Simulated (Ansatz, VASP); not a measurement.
Given: the input of a run of Ansatz 0.2.0 on C. 

Contents of input.yaml:

```yaml
crystal:
  lattice:
    - [0.0, 1.78337, 1.78337]
    - [1.78337, 0.0, 1.78337]
    - [1.78337, 1.78337, 0.0]
  atoms:
    - { symbol: C, position: [0.75, 0.75, 0.75] }
    - { symbol: C, position: [0.5, 0.5, 0.5] }
kpoints:
  mp_grid: { grid: [13, 13, 13] }
scf:
  occupations: { method: fermi_dirac, width: 0.05 }
hamiltonian:
  xc: pbesol
  pseudopotentials: { kind: all_electron, lapw: { basis_error: 0.001 } }
output:
  forces: true
  stress: true
relax:
  f_tol: 0.01
  max_steps: 60
  cell: {}
```

Potentials or basis: all-electron LAPW, scalar-relativistic.

Command:

```console
$ ansatz run input.yaml --threads 1 --pin off --max-ram 3072MiB --backend cpu --events-out ev --progress --plain --runs-dir out
```

What does the same run look like in VASP 6.6.1? Potentials or basis there: PBE PAW files C, 600 eV.

As run (cutoffs and basis follow the program's own potentials, and thresholds, step limits or extra output files can differ):

INCAR

```
  PREC = Accurate
  ENCUT = 600
  EDIFF = 1E-7
  ISMEAR = -1
  SIGMA = 0.05
  LREAL = False
  LASPH = True
  NELM = 80
  ALGO = Normal
  ISIF = 3
  LWAVE = False
  LCHARG = False
  GGA = PS
  IBRION = 2
  NSW = 60
  EDIFFG = -0.02
```

Contents of KPOINTS:

```
regular mesh
0
Gamma
  13 13 13
```

The input POSCAR:

```
C
1.0
    0.0000000000      1.7833700000      1.7833700000
    1.7833700000      0.0000000000      1.7833700000
    1.7833700000      1.7833700000      0.0000000000
C
2
Direct
    0.7500000000      0.7500000000      0.7500000000
    0.5000000000      0.5000000000      0.5000000000
```

Potentials or basis: VASP PAW PBE potentials, release 64 (C).

The run is started by

```console
$ cat potpaw_PBE.64/C/POTCAR > POTCAR
$ mpirun -np 1 vasp_std > vasp.out
```

Both were run:

|  | Ansatz | VASP |
| --- | --- | --- |
| Relaxed volume | 5.61 Å³/atom | 5.62 Å³/atom |
| Relaxed cell | a = 2.513 Å, b = 2.513 Å, c = 2.513 Å, α = 60.00°, β = 60.00°, γ = 60.00° | a = 2.514 Å, b = 2.514 Å, c = 2.514 Å, α = 60.00°, β = 60.00°, γ = 60.00° |
| Space group after relaxing | Fd-3m (No. 227) | Fd-3m (No. 227) |
| Pressure after relaxing | 0.0 GPa | 0.0 GPa |

VASP's potentials were made for PBE.

Where Ansatz's input types no cutoff or centring, it takes its own default and a Γ-centred mesh.

Pressure is positive in compression.
